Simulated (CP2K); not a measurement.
Runs of CP2K 2026.2 on Si2W. It takes space group I4/mmm (No. 139, tetragonal). The conventional cell has a = 3.214 Å, b = 3.214 Å, c = 7.830 Å, α = 90.00°, β = 90.00°, γ = 90.00°. W (site symmetry 4/mmm) is surrounded by 10 Si at 2.62 Å. Si (site symmetry 4mm) is surrounded by 5 Si at 2.59 to 2.63 Å and 5 W at 2.62 Å. 

| task | level | CUTOFF of the grids | cutoff radius of the dispersion sum (A) | points a segment of the path (NPOINTS) | bands added on the path | cutoff of the non-local correlation (Ry) | gap on the mesh (eV) | pressure (GPa) | largest force (eV/Å) |
| --- | --- | --- | --- | --- | --- | --- | --- | --- | --- |
| single point | PBE+D3 | 450 Ry | 20 | - | - | - | none | -2.4 | 0.06 |
| band structure | PBEsol | 675 Ry | - | 10 | 4 | - | none | -0.4 | (a) |
| band structure | BEEF-vdW | 675 Ry | - | 10 | 4 | 150 Ry | none | 0.9 | (b) |
| band structure | PBE | 675 Ry | - | 10 | 4 | - | none | 2.5 | 0.07 |
| single point | PBE+D4 | 450 Ry | 20 | - | - | - | none | -3.7 | 0.06 |
| single point | PBE | 450 Ry | - | - | - | - | none | 2.5 | 0.07 |
| band structure | LDA | 675 Ry | - | 10 | 4 | - | none | -1.3 | 0.02 |
| band structure | HLE17 | 675 Ry | - | 10 | 4 | - | none | (c) | (d) |
| single point | PBE+D3(BJ)+ATM | 450 Ry | 20 | - | - | - | none | -3.5 | 0.06 |
| single point | PBE+D3(BJ) | 450 Ry | 20 | - | - | - | none | -4.5 | 0.06 |
| band structure | OLYP | 675 Ry | - | 10 | 4 | - | none | -3.7 | 0.04 |
| band structure | optB88-vdW | 675 Ry | - | 10 | 4 | 150 Ry | none | 5.4 | - |

Alike in all rows: potentials or basis POTENTIAL_UZH W GTH-PBE-q14, Si GTH-PBE-q4; TZVP-MOLOPT-PBE-GTH basis; no spin polarisation; cell as given; k mesh 12 × 12 × 12; smearing fermi-dirac 0.05 eV.

Fill in the values left out.

(a) 0.03; (b) 0.09; (c) -23.9; (d) 0.22.

Caveats: the basis of atomic orbitals isn't converged, which shifts pressures, moduli and gaps; spin-orbit coupling is left out, which moves the levels of the heavy elements (some runs); the potentials were made for another functional, which shifts forces and pressure (some runs); pairwise dispersion overbinds metals, which lowers pressure and volume (some runs); the potentials were made for a functional far from this one (some runs).

A k mesh can miss the band edges, and the runs leave out spin-orbit coupling on W.

A gap of «none» marks a metal or a gap under the smearing width.
